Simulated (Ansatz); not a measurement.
**Si (hcp type): how the settings move a single-point run**

Aim: see which settings change the result for Si (hcp type), by how much, and at what cost.

Program: Ansatz 0.2.0. Level of theory: reference: DFT, PBEsol, all-electron PAW with datasets made for the crystal, scalar-relativistic. These are calculated values, not measurements.

## 1. Starting point

The structure is hexagonal, space group P6_3/mmc (No. 194). The conventional cell has a = 2.693 Å, b = 2.693 Å, c = 4.445 Å, α = 90.00°, β = 90.00°, γ = 120.00°. Si (site symmetry -6m2) has 12 Si at 2.69 to 2.71 Å in its first shell of neighbours.

As a file:

```
Si
1.0
     2.69265    0.00000    0.00000
    -1.34632    2.33190    0.00000
     0.00000    0.00000    4.44534
Si
2
Cartesian
  0.0000 1.5546 1.1113
  1.3463 0.7773 3.3340
```

## 2. Reference

The input, input.yaml:

```yaml
crystal:
  lattice:
    - [2.6926476005, 0.0, 0.0]
    - [-1.3463238003, 2.3319012254, 0.0]
    - [0.0, 0.0, 4.445335181]
  atoms:
    - { symbol: Si, position: [0.3333333333, 0.6666666667, 0.25] }
    - { symbol: Si, position: [0.6666666667, 0.3333333333, 0.75] }
kpoints:
  mp_grid: { grid: [17, 17, 9] }
scf:
  occupations: { method: fermi_dirac, width: 0.08 }
hamiltonian:
  xc: pbesol
  pseudopotentials: { kind: all_electron, datasets: crystal }
output:
  forces: true
  stress: true
  eigenvalues: true
```

Command:

```
ansatz run input.yaml --threads 1 --pin off --max-ram 2048MiB --backend cpu --events-out ev --progress --plain --runs-dir out
```

## 3. Variant: dr2_threshold 1.0e-09

Changes to input.yaml since step 2:

```diff
@@ -12,2 +12,3 @@
   occupations: { method: fermi_dirac, width: 0.08 }
+  convergence: { dr2_threshold: 1.0e-09 }
 hamiltonian:
```

What does the calculation give? Wanted: for each run, ending; energy change; pressure; gap; force.

**Answer**, as computed:

| run | ending | energy change | pressure (GPa) | gap (eV) | force (eV/Å) | cycles | time |
| --- | --- | --- | --- | --- | --- | --- | --- |
| reference | converged | 0 | 0.0 | 0.00 | 0.00 | 6 | 8.7 s |
| 1: dr2_threshold 1.0e-09 | converged | 0.0 meV/atom | 0.0 | 0.00 | 0.00 | 7 | 8.7 s |

Residual by cycle in the longest SCF loop of each run; runs are numbered as in the table. The quantity is the density residual dr2, in eV.

| cycle | reference | run 1 |
| --- | --- | --- |
| 1 | 0.0813 | 0.0813 |
| 2 | 0.0311 | 0.0311 |
| 3 | 5.4e-4 | 5.4e-4 |
| 4 | 6.1e-5 | 6.1e-5 |
| 5 | 3.3e-8 | 3.3e-8 |
| 6 | 1.4e-9 | 2.0e-9 |
| 7 | - | 1.2e-11 |

With the changed convergence setting the energy agrees within 0.5 meV/atom. Cost: 7 SCF cycles against 6.
